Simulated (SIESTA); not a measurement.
The system is MgB2.

```
Mg B
1.0
     3.08500    0.00000    0.00000
    -1.54250    2.67169    0.00000
     0.00000    0.00000    3.52300
Mg B
1 2
Direct
  0.00000 0.00000 0.00000
  0.66667 0.33333 0.50000
  0.33333 0.66667 0.50000
```

Base run:

```yaml
Program: SIESTA 5.4.2
Functional: PBEsol
Potentials_or_basis: PseudoDojo 0.4 standard (PBEsol files)
Basis: SZP (energy shift 0.003 Ry)
Grid_cutoff: 800 Ry
Energy_shift: 0.003 Ry
k_mesh: 10 × 10 × 8
Occupations: fermi-dirac, width 0.05 eV
Spin: no spin polarisation
```

Its results: band gap on the k mesh none (metal or under the smearing width); pressure 4.3 GPa.

Q: After a change of settings the same cell gave: band gap on the k mesh none (metal or under the smearing width); pressure -1.1 GPa. Which change was it?
A. basis from SZP (energy shift 0.003 Ry) to DZP (energy shift 0.003 Ry; two zetas on semicore shells)
B. basis from SZP (energy shift 0.003 Ry) to TZDP (energy shift 0.003 Ry; two zetas on semicore shells)
C. basis from SZP (energy shift 0.003 Ry) to TZP (energy shift 0.003 Ry; two zetas on semicore shells)

A: B.

Caveats: the basis of atomic orbitals isn't converged, which shifts pressures, moduli and gaps.
